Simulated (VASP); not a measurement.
Set up this calculation in VASP 6.6.1, as the native input.

```
Task                   : relaxation of cell and atoms
Functional             : PBEsol
Potentials or basis    : VASP PAW PBE potentials, release 64 (Se)
Cutoff                 : 700 eV
k mesh                 : 21 × 21 × 21
Occupations            : gaussian, width 0.1 eV
Spin                   : no spin polarisation
Target pressure        : 0.0001 GPa
Further INCAR settings : ALGO = Fast; EDIFF = 1e-07; IBRION = 2; EDIFFG = -0.002; NSW = 80; ISIF = 3
Target pressure        : 0.0001 GPa
```

The structure of Se lies in POSCAR:

```
Se                                      
1.0
    2.0375631757      1.1763909452      1.1193144007
   -2.0375631757      1.1763909452      1.1193144007
    0.0000000000     -2.3527818905      1.1193144007
  Se            
     1
Direct
     0.0000000000000000    0.0000000000000000    0.0000000000000000
```

This isn't the form of Se at room conditions, which is trigonal, of chains.

The input as run:

INCAR

```
ALGO = Fast
EDIFF = 1E-7
EDIFFG = -0.002
ENCUT = 700
GGA = PS
IBRION = 2
ISIF = 3
ISMEAR = 0
LASPH = T
LCHARG = F
LREAL = F
LWAVE = F
NELM = 60
NSW = 80
PREC = Accurate
PSTRESS = 0.001
SIGMA = 0.1
```

KPOINTS

```
k-points
0
Gamma
  21 21 21
```

Potentials or basis: VASP PAW PBE potentials, release 64 (Se).

The run is started by

```bash
$ cat potpaw_PBE.64/Se/POTCAR > POTCAR
$ mpirun -np 1 vasp_std > vasp.out
```

Results of the run:

```
Relaxed volume                                         : 21.65 Å³/atom
Relaxed cell                                           : a = 2.787 Å, b = 2.787 Å, c = 2.787 Å, α = 90.08°, β = 90.08°, γ = 90.08°
Space group after relaxing (to 0.05 Å)                 : Pm-3m (No. 221)
Energy change on relaxing (the enthalpy is what falls) : -424.5 meV/atom
Ionic steps                                            : 18
Pressure after relaxing                                : 0.0 GPa
Band gap on the k mesh                                 : none (metal or under the smearing width)
```

Caveat: the cell is relaxed towards a set pressure, so the enthalpy falls and the energy may rise; the volume moved by over 15 % at a fixed basis, so the end points are rough; the PAW data sets were made with another functional, which shifts forces and pressure a little.

Wall time 12 min on 1 thread of Intel(R) Xeon(R) Platinum 8488C (Sapphire Rapids), on a shared host, peak memory 0.33 GiB.
